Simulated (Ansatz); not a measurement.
TiO2: band structure with PBE+U

Crystal: TiO2.

```
Ti O
1.0
    -2.97316    3.28737    3.28740
     2.97316   -3.28737    3.28740
     2.97316    3.28737   -3.28740
Ti O
4 8
Direct
  0.00000 0.50000 0.00000
  0.00000 0.00000 0.50000
  0.49524 0.24524 0.25000
  0.50475 0.75475 0.75000
  0.69508 0.69523 0.50015
  0.69508 0.19493 0.99985
  0.80452 0.74962 0.05490
  0.19472 0.74962 0.44510
  0.80528 0.25038 0.55490
  0.30492 0.80507 0.00015
  0.19548 0.25038 0.94510
  0.30492 0.30477 0.49985
```

The cell is a database's computed one.

| Item | Value |
| --- | --- |
| Program | Ansatz 0.2.0 |
| Task | band structure |
| Functional | PBE |
| Potentials or basis | Ansatz PAW |
| Cutoff | 420 eV (not typed: the program's choice for these potentials) |
| k mesh | 6 × 6 × 6 |
| Occupations | fermi-dirac, width 0.05 eV |
| Spin | no spin polarisation |
| Hubbard terms | Ti d U = 2 eV |
| Path | [["G", "X", "M", "G", "Z", "P", "N", "Z1", "M"], ["X", "P"]] |
| Points for each segment of the path | 10 |
| Hubbard projectors | ortho-atomic (the default) |
| Double counting | fll (the default) |

The pressure is 0.2 GPa. The largest force is 0.063 eV/Å, the band gap on the k mesh is 2.05 eV and the band gap along the path is 2.05 eV.

Forces in eV/Å, atoms in the order of the input:
```
Ti   0.000  0.000  0.000
Ti   0.000  0.000  0.000
Ti   0.000  0.000  0.063
Ti   0.000  0.000 -0.063
O    0.005  0.000 -0.046
O   -0.005  0.000 -0.046
O    0.000  0.058  0.022
O    0.000 -0.058  0.022
O    0.000  0.058 -0.022
O    0.005  0.000  0.046
O    0.000 -0.058 -0.022
O   -0.005  0.000  0.046
```

Stress tensor (GPa, compression positive):
```
 1.15  0.00  0.00
 0.00 -0.29  0.00
 0.00  0.00 -0.20
```

Levels at the corners of the path, in eV from the valence-band top:
```
point  band 44  band 45  band 46  band 47  band 48  band 49  band 50  band 51  band 52  band 53
    Γ    -0.70    -0.70    -0.47    -0.47     0.00     2.05     2.28     2.57     2.60     2.62
    X    -1.59    -1.01    -1.01    -0.73    -0.73     2.09     2.09     2.64     2.65     3.09
    M    -1.43    -1.32    -1.32    -1.11    -1.10     2.05     2.05     2.64     2.64     3.02
    Γ    -0.70    -0.70    -0.47    -0.47     0.00     2.05     2.28     2.57     2.60     2.62
    Z    -1.44    -1.39    -1.39    -1.13    -1.13     2.09     2.09     2.65     2.65     2.84
    P    -1.91    -0.83    -0.83    -0.81    -0.81     2.67     2.67     2.68     2.68     3.28
    N    -1.55    -1.20    -1.20    -0.64    -0.62     2.41     2.42     2.74     2.76     3.05
   Z1    -1.44    -1.39    -1.39    -1.13    -1.13     2.09     2.09     2.65     2.65     2.84
    M    -1.43    -1.32    -1.32    -1.11    -1.10     2.05     2.05     2.64     2.64     3.02
    X    -1.59    -1.01    -1.01    -0.73    -0.73     2.09     2.09     2.64     2.65     3.09
    P    -1.91    -0.83    -0.83    -0.81    -0.81     2.67     2.67     2.68     2.68     3.28
```

Eigenvalues of the final occupation matrices:
```csv
site,spin,trace,eigenvalues
site 1,1,1.08,0.14 0.17 0.17 0.29 0.31
site 2,1,1.08,0.14 0.17 0.17 0.29 0.31
site 3,1,1.08,0.14 0.17 0.17 0.29 0.31
site 4,1,1.08,0.14 0.17 0.17 0.29 0.31
```

Wall time 18 s on 4 threads of Arm Neoverse V2 (shared host), peak memory 1.2 GiB.

Caveat: the pressure holds a Pulay correction of +0.7 GPa for the finite cutoff.
